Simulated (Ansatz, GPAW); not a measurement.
# Geometry or basis: what sets the conductance of naphthalene-1,5-dithiol between two Al chains, part 4 of 4

Wanted: T(E) of naphthalene-1,5-dithiol between two Al chains at a relaxed geometry in two programs, beside the unrelaxed structure.

GPAW 26.7.0 and Ansatz 0.2.0; Ansatz plane waves; relaxation of the junction with the lead ends held; PAW set soft_1 (the session's first sound run).

So far, transmission at the Fermi level (one spin): step 3 (plane waves, PBE) 0.0221; step 5 (single-zeta polarised basis, PBE, GPAW) 0.0378; step 6 (minimal basis, PBE, GPAW) 0.0527; step 7 (RPBE in the dzp basis: xc = "RPBE") 0.0263; step 8 (the structure as built: geometry = "as built", PBE, GPAW) 0.186.

### Step 10. Comparison

The curves are compared point by point over the common energies.

This step: comparison of transmission and cost over codes, levels and geometry; PAW set soft_1 (GPAW 26.7.0).

Ladder, by row:

```tsv
step	code	T at the Fermi level (sum over the listed spins)	conductance (G0)	r.m.s. T(E) from the first	wall time (s)	peak memory (GiB)	threads
pw-pbe	Ansatz	0.02213	0.02164	0	29944	6.621	4
dzp	GPAW	0.02768	0.0269	0.1352	286.3	1.97	1
szp	GPAW	0.03776	0.03677	0.2277	212.4	1.94	1
sz	GPAW	0.05266	0.05169	0.3121	148.1	1.79	1
dzp-RPBE	GPAW	0.02628	0.02557	0.1442	296.3	1.97	1
asbuilt	GPAW	0.1864	0.1942	0.2826	322.6	1.97	1
```

Table of transmission, zone mean, sum over the listed spins by energy, zero at the Fermi level:

```tsv
energy (eV)	pw-pbe	dzp	szp	sz	dzp-RPBE	asbuilt
-2.000	0.238	0.215	0.807	0.735	0.225	0.647
-1.950	0.323	0.266	0.989	0.619	0.261	0.411
-1.900	0.490	0.411	0.885	0.622	0.393	0.299
-1.800	0.899	0.848	0.784	0.881	0.814	0.196
-1.750	0.987	0.963	0.816	0.979	0.945	0.167
-1.700	1.000	0.988	0.877	0.322	0.983	0.145
-1.600	1.000	0.986	0.971	2.0e-8	0.982	0.113
-1.500	0.865	0.825	0.931	2.8e-10	0.811	0.0887
-1.400	0.438	0.356	0.219	2.9e-11	0.339	0.0627
-1.300	0.145	0.0596	3.2e-9	7.0e-12	0.0450	0.0103
-1.200	0	4.5e-8	1.4e-10	2.9e-12	2.9e-8	1.0e-8
-1.100	0	5.8e-9	2.9e-11	2.0e-12	6.5e-9	1.1e-9
-1.000	0	2.5e-10	1.4e-11	2.1e-12	2.3e-10	3.8e-11
-0.900	0	7.5e-11	1.5e-11	4.2e-12	6.3e-11	6.3e-12
-0.800	0	7.8e-11	4.9e-11	2.7e-11	6.1e-11	2.0e-12
-0.700	0	7.3e-10	1.7e-8	1.2e-8	4.7e-10	1.0e-12
-0.600	0	1.2e-7	3.4e-10	7.6e-11	3.2e-8	7.4e-13
-0.500	0	2.4e-11	4.8e-12	5.2e-12	2.4e-11	9.1e-13
-0.400	0	2.5e-10	1.1e-11	5.8e-10	2.7e-10	8.5e-10
-0.300	0.00415	0.00523	0.00483	0.00744	0.00512	0.0260
-0.200	0.00933	0.0103	0.00976	0.0137	0.00999	0.250
-0.100	0.0161	0.0187	0.0214	0.0293	0.0179	0.360
0.000	0.0221	0.0277	0.0378	0.0527	0.0263	0.186
0.100	0.0237	0.0301	0.0460	0.0683	0.0287	0.0824
0.200	0.0207	0.0259	0.0444	0.0703	0.0247	0.0405
0.300	0.0159	0.0202	0.0403	0.0680	0.0192	0.0235
0.400	0.0116	0.0154	0.0372	0.0677	0.0146	0.0159
0.500	0.00837	0.0118	0.0355	0.0704	0.0112	0.0122
0.600	0.00612	0.00919	0.0352	0.0765	0.00868	0.0104
0.700	0.00459	0.00730	0.0373	0.0893	0.00691	0.00965
0.800	0.00358	0.00601	0.0463	0.148	0.00571	0.00961
0.900	0.00292	0.00517	0.111	0.378	0.00498	0.0102
1.000	0.00362	0.00580	0.495	0.993	0.00464	0.0112
1.050	0.00433	0.00678	0.973	0.691	0.00554	0.0122
1.100	0.00533	0.00812	0.700	0.373	0.00677	0.0136
1.200	0.00879	0.0125	0.206	0.144	0.0106	0.0176
1.300	0.0154	0.0204	0.102	0.0788	0.0172	0.0248
1.400	0.0268	0.0328	0.0644	0.0511	0.0275	0.0394
1.500	0.0476	0.0507	0.0426	0.0352	0.0415	0.0763
1.600	0.114	0.0811	0.0302	0.0304	0.0623	0.216
1.700	0.952	0.182	0.0451	0.469	0.119	0.955
1.800	0.0671	0.969	0.380	0.0514	0.560	0.289
1.900	0.0169	0.116	0.0497	0.0234	0.209	0.0816
2.000	0.0124	0.0269	0.0438	0.0207	0.0334	0.0383
```

### Step 11. Potential alignment off

Without the shift, lead and junction are matched by their Fermi levels alone.

This step: GPAW LCAO, PAW setups; Landauer transmission from Green's functions with principal layers (ASE), zero bias (GPAW 26.7.0).

The input, run.py:

```python
import json
import numpy as np
from ase import Atoms
from ase.transport.calculators import TransportCalculator
from gpaw import GPAW, FermiDirac
from gpaw.lcao.tools import get_lcao_hamiltonian
from scipy.linalg import eigh

# The junction with lead layers at both ends, along the third cell vector
device = Atoms(
    ['Al', 'Al', 'Al', 'Al', 'Al', 'Al', 'Al', 'S', 'H', 'H', 'C', 'C', 'C', 'H', 'C', 'C', 'C', 'C', 'H', 'C', 'C', 'C', 'H', 'H', 'S', 'Al', 'Al', 'Al', 'Al', 'Al', 'Al', 'Al'],
    positions=[
        [6.79238, 5.22375, 1.20000],
        [6.79238, 5.22375, 3.60000],
        [6.79238, 5.22375, 6.00000],
        [6.79238, 5.22375, 8.40000],
        [6.79238, 5.22375, 10.80000],
        [5.79304, 3.87072, 12.72602],
        [6.08975, 4.28032, 15.32036],
        [5.27499, 2.53738, 16.46810],
        [7.93790, 2.71017, 17.05690],
        [3.35562, 2.76180, 18.49050],
        [5.48114, 2.74371, 18.23387],
        [7.98011, 2.75287, 18.14469],
        [4.32201, 2.77031, 18.99368],
        [10.12297, 2.78018, 18.21775],
        [6.76572, 2.75516, 18.87333],
        [9.19661, 2.77574, 18.79275],
        [4.38355, 2.77621, 20.39969],
        [6.81439, 2.75385, 20.31915],
        [3.45736, 2.78054, 20.97500],
        [9.25806, 2.76702, 20.19886],
        [5.60000, 2.75107, 21.04780],
        [8.09895, 2.74044, 20.95864],
        [10.22459, 2.75668, 20.70176],
        [5.64221, 2.70650, 22.13548],
        [8.30447, 2.52940, 22.72399],
        [7.49515, 4.27402, 23.87291],
        [7.78879, 3.86456, 26.46788],
        [6.79238, 5.22375, 28.39073],
        [6.79238, 5.22375, 30.79073],
        [6.79238, 5.22375, 33.19073],
        [6.79238, 5.22375, 35.59073],
        [6.79238, 5.22375, 37.99073]],
    cell=[[13.58477, 0.0, 0.0], [0.0, 10.44751, 0.0], [0.0, 0.0, 39.19073]],
    pbc=True)

# One principal layer of the lead: the first 4 atoms of the device
lead = Atoms(
    ['Al', 'Al', 'Al', 'Al'],
    positions=[
        [6.79238, 5.22375, 1.20000],
        [6.79238, 5.22375, 3.60000],
        [6.79238, 5.22375, 6.00000],
        [6.79238, 5.22375, 8.40000]],
    cell=[[13.58477, 0.0, 0.0], [0.0, 10.44751, 0.0], [0.0, 0.0, 9.6]],
    pbc=True)

settings = dict(mode='lcao', basis='dzp', xc='PBE', h=0.2,
                occupations=FermiDirac(0.1), maxiter=250,
                mixer=dict(beta=0.1, nmaxold=8, weight=100.0),
                convergence=dict(density=0.0001))
energies = np.arange(-2, 2 + 1e-9, 0.025)
eta = 0.0001
n1, n2 = 1, 1
# k and -k transmit alike, so half of the mesh across the current serves
mesh = [(i, j) for i in range(n1) for j in range(n2) if (i, j) <= (-i % n1, -j % n2)]
weights = np.array([1 if (i, j) == (-i % n1, -j % n2) else 2 for i, j in mesh]) / (n1 * n2)

# [... helper functions left out ...]
fermi_lead = ground_state(lead, (1, 1, 12), 'lead.txt')
fermi_device = ground_state(device, (1, 1, 2), 'device.txt')
# [... loop over the mesh left out, but for ...]
        # Lead and device are aligned by their Fermi levels alone
        shift = 0.0
# [...]
kT = 8.617333e-5 * 300
bias = [0.1, 0.2, 0.5, 1.0, 1.5, 2.0]
# [... integrals and printing left out ...]
```

Command:

```console
$ OMP_NUM_THREADS=1 OPENBLAS_NUM_THREADS=1 python run.py
```

Log:

```text
basis functions: device 368, principal layer 52
Fermi level: lead -3.5799 eV, device -3.3222 eV; lead shifted by 0.0000 eV
largest coupling past the next layer 1.29e-15 eV, largest misfit of the first layer 0.114 eV
  E-E_F (eV)   T (one spin)  channels
    -2.000    2.1864e-01    1.0000
    -1.975    2.2986e-01    1.0000
    -1.950    2.6785e-01    1.0000
    -1.925    3.2823e-01    1.0000
    -1.900    4.0992e-01    1.0000
    -1.875    5.1058e-01    1.0000
    -1.850    6.2365e-01    1.0000
    -1.825    7.3727e-01    1.0000
    -1.800    8.3692e-01    1.0000
    -1.775    9.1136e-01    1.0000
    -1.750    9.5741e-01    1.0000
    -1.725    9.7978e-01    1.0000
    -1.700    9.8698e-01    1.0000
    -1.675    9.8720e-01    1.0000
    -1.650    9.8610e-01    1.0000
    -1.625    9.8610e-01    1.0000
[...]
1.825    8.0799e-01    3.0000
     1.850    4.1645e-01    3.0000
     1.875    2.0955e-01    3.0000
     1.900    1.1683e-01    3.0000
     1.925    7.2073e-02    3.0000
     1.950    4.8376e-02    3.0000
     1.975    3.4844e-02    3.0000
     2.000    2.6663e-02    3.0000
conductance at 300 K: 0.025933 G0 a cell; thermopower -13.13 uV/K
current from the zero-bias T(E) at 0.1 V: 0.19959 uA
current from the zero-bias T(E) at 0.2 V: 0.39127 uA
current from the zero-bias T(E) at 0.5 V: 0.85778 uA
current from the zero-bias T(E) at 1.0 V: 1.2339 uA
current from the zero-bias T(E) at 1.5 V: 1.4028 uA
current from the zero-bias T(E) at 2.0 V: 1.5144 uA
```

Run time: 4.9 min. Hardware: 1 thread of Arm Neoverse N1, shared host; peak memory 2 GiB.

This step gave:

```
conductance                                 : 0.02593 G₀
thermopower                                 : -13.13 μV/K
largest misfit of the first principal layer : 0.1138 eV
shift that aligns the lead                  : 0 eV
transmission at the Fermi level (one spin)  : 0.02643
```

One spin. The transmission, zone mean by energy, zero at the Fermi level:

energy (eV), log10 transmission, zone mean and a bar from the least value:
```
   -2.000       -0.7 ############################
   -1.900       -0.4 #############################
   -1.800       -0.1 ##############################
   -1.700        0.0 ##############################
   -1.675        0.0 ##############################
   -1.600        0.0 ##############################
   -1.500       -0.1 ##############################
   -1.400       -0.4 #############################
   -1.300       -2.0 ########################
   -1.200       -7.5 #########
   -1.100       -8.3 ######
   -1.000       -9.7 ###
   -0.900      -10.2 #
   -0.800      -10.1 #
   -0.700       -9.1 ####
   -0.600       -6.8 ###########
   -0.500      -10.6 
   -0.400       -7.9 ########
   -0.300       -2.4 #######################
   -0.200       -1.9 ########################
   -0.100       -1.7 #########################
    0.000       -1.6 ##########################
    0.100       -1.5 ##########################
    0.200       -1.6 ##########################
    0.300       -1.7 #########################
    0.400       -1.8 #########################
    0.500       -1.9 #########################
    0.600       -2.0 ########################
    0.700       -2.1 ########################
    0.800       -2.2 ########################
    0.900       -2.3 ########################
    1.000       -2.2 ########################
    1.100       -2.1 ########################
    1.200       -1.9 #########################
    1.300       -1.7 #########################
    1.400       -1.5 ##########################
    1.500       -1.3 ##########################
    1.600       -1.1 ###########################
    1.700       -0.7 ############################
    1.800        0.0 ##############################
    1.900       -0.9 ###########################
    2.000       -1.6 ##########################
```

Crossings of the lead's bands, unfolded to its shortest repeat. Open channels, zone mean against energy, zero at the Fermi level:

energy (eV), open channels, zone mean and a bar:
```
   -2.000       1.00 ##########
   -1.900       1.00 ##########
   -1.800       1.00 ##########
   -1.700       1.00 ##########
   -1.600       1.00 ##########
   -1.500       1.00 ##########
   -1.400       1.00 ##########
   -1.300       1.00 ##########
   -1.200       0.00 
   -1.100       0.00 
   -1.000       0.00 
   -0.900       0.00 
   -0.800       0.00 
   -0.700       0.00 
   -0.600       0.00 
   -0.500       0.00 
   -0.400       0.00 
   -0.300       2.00 ####################
   -0.200       2.00 ####################
   -0.100       2.00 ####################
    0.000       2.00 ####################
    0.100       2.00 ####################
    0.200       2.00 ####################
    0.300       2.00 ####################
    0.400       2.00 ####################
    0.500       2.00 ####################
    0.600       2.00 ####################
    0.700       2.00 ####################
    0.800       2.00 ####################
    0.900       2.00 ####################
    1.000       3.00 ##############################
    1.100       3.00 ##############################
    1.200       3.00 ##############################
    1.300       3.00 ##############################
    1.400       3.00 ##############################
    1.500       3.00 ##############################
    1.600       3.00 ##############################
    1.700       3.00 ##############################
    1.800       3.00 ##############################
    1.900       3.00 ##############################
    2.000       3.00 ##############################
```

Not self-consistent under bias; the bias window is split evenly. Current through one cell, from the zero-bias transmission against bias:

```tsv
bias (V)	current through one cell, from the zero-bias transmission (μA)
0.100	0.200
0.200	0.391
0.500	0.858
1.000	1.23
1.500	1.40
2.000	1.51
```

The transmission of the three most open eigenchannels by energy, zero at the Fermi level:

```tsv
energy (eV)	channel 1	channel 2	channel 3
-2.000	0.219	0	0
-1.800	0.837	0	0
-1.600	0.986	0	0
-1.400	0.365	0	0
-1.200	3.1e-8	0	0
-1.000	2.2e-10	0	0
-0.800	7.4e-11	0	0
-0.600	1.5e-7	0	0
-0.400	1.2e-8	0	0
-0.200	0.0113	1.8e-7	0
0.000	0.0264	5.0e-7	0
0.200	0.0263	6.9e-6	0
0.400	0.0156	2.7e-5	0
0.600	0.00884	7.7e-5	0
0.800	0.00580	1.7e-4	0
1.000	0.00576	2.8e-4	8.4e-6
1.200	0.0118	4.4e-4	2.8e-5
1.400	0.0316	7.0e-4	3.6e-5
1.600	0.0815	0.00113	3.2e-5
1.800	0.966	0.00167	2.5e-5
2.000	0.0252	0.00148	2.2e-5
```

The conductance, 0.0259 G₀, lies 3.6 % below that of the dzp run.

### Step 12. Outcome

| Property | Result |
| --- | --- |
| conductance | 0.0269 G₀ |
| transmission at the Fermi level, mean of the spins | 0.0277 |
| thermopower | -15.9 μV/K |
| open channels of the lead there | 2 |

What this shows: In the dzp basis the junction conducts 0.0269 G₀ at 300 K, with T = 0.0277 a spin at the Fermi level; no smaller basis tried comes within 10 % of that conductance. Relaxation moved atoms by up to 1.8 Å and took the conductance from 0.194 to 0.0269 G₀, as a ratio a larger change than the step from dzp to the minimal basis. Plane waves (PBE) give T = 0.0221 there. The scatterer reflects about 99 % of the incoming channels at the Fermi level. The negative thermopower says that the thermally weighted transmission is larger above the Fermi level, as for electron-like transport. Measured against the first run (pw-pbe), the nearest curve is that of dzp (r.m.s. 0.14) and the farthest that of sz (0.31). Over the compared runs wall time goes from 148 s (sz) to 29944 s (pw-pbe), on a shared host; the plane-wave run used 4 threads and the orbital runs 1. Moves of this size go well beyond a change of bond lengths: the free chain atoms or the scatterer took up a new arrangement, and the name in the title describes the start. The leads kept an estimated spacing and the cell its length, so the junction may be under some tension or compression. Semilocal functionals put molecular levels too near the Fermi level, so such conductances usually come out too high, and chain electrodes have a sharper density of states than real ones. An evenly spaced straight chain is an idealisation: free chains tend to dimerise, zigzag or, where a band edge lies near the Fermi level, turn magnetic. The currents use the zero-bias T(E) throughout, which holds only while the bias is small against the distance to the nearest feature.

[Logs are printed without paths, hosts, clocks, repeated set-up lines and the standing remarks that a program may print on its own settings, such as how far it seeks lower states.]

[Hosts, paths, dates, database ids (printed as entryN), source tags and the programs' standing remarks are cut or masked in the printed files.]
